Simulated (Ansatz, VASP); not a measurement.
## One calculation of Ag, two programs

The input INCAR:

```
SYSTEM = Ag
PREC     = Accurate       ! precision mode
ENCUT    = 600            ! plane-wave cutoff, eV
EDIFF    = 1E-7           ! SCF threshold, eV
ISMEAR   = -1             ! smearing method
SIGMA    = 0.05           ! smearing width, eV
LREAL    = .False.        ! projectors in reciprocal space
LASPH    = .True.         ! aspherical terms in the spheres
NELM     = 100            ! most SCF steps
ALGO     = Normal         ! electronic algorithm
ISIF     = 3              ! what is computed and relaxed
LWAVE    = .False.        ! write WAVECAR
LCHARG   = .False.        ! write CHGCAR
GGA      = CA             ! functional
IBRION   = 2              ! ionic algorithm
NSW      = 100            ! ionic steps
EDIFFG   = -0.005         ! ionic threshold
```

KPOINTS

```
Automatic mesh
0
Gamma
  13 13 7
  0 0 0
```

The input POSCAR:

```
Ag
1.0
    2.9300000000      0.0000000000      0.0000000000
   -1.4650000000      2.5374544331      0.0000000000
    0.0000000000      0.0000000000      4.7900000000
Ag
2
Direct
    0.3333333333      0.6666666667      0.2500000000
    0.6666666667      0.3333333333      0.7500000000
```

Input for Ansatz:

```yaml
crystal:
  lattice:
    - [2.93, 0.0, 0.0]
    - [-1.465, 2.5374544331, 0.0]
    - [0.0, 0.0, 4.79]
  atoms:
    - { symbol: Ag, position: [0.3333333333, 0.6666666667, 0.25] }
    - { symbol: Ag, position: [0.6666666667, 0.3333333333, 0.75] }
kpoints:
  mp_grid: { grid: [13, 13, 7] }
scf:
  occupations: { method: fermi_dirac, width: 0.05 }
hamiltonian:
  xc: lda
  pseudopotentials: { kind: all_electron, lapw: { basis_error: 0.001 } }
output:
  forces: true
  stress: true
relax:
  f_tol: 0.005
  max_steps: 80
  cell: {}
```

Alike in both runs: task relaxation of cell and atoms; functional LDA; k mesh 13 × 13 × 7; occupations fermi-dirac, width 0.05 eV; no spin polarisation.

|  | VASP | Ansatz |
| --- | --- | --- |
| version | VASP 6.6.1 | Ansatz 0.2.0 |
| potentials or method | VASP PAW LDA potentials, release 64 (Ag) | all-electron LAPW, scalar-relativistic |
| plane-wave cutoff (eV) | 600 | see its input |

```tsv
	VASP	Ansatz	Ansatz less VASP
relaxed volume (Å³/atom)	16.04	16.01	-0.023
relaxed cell length with the largest relative difference (Å)	4.666	4.663	-0.0029
energy change over the relaxation (meV/atom)	-67	-69	-1.8
```

Ansatz ran all-electron here, so the differences hold the error of VASP's frozen core and of both bases.

LDA usually gives volumes a few per cent too small. Zero-point motion and thermal expansion aren't in these numbers.
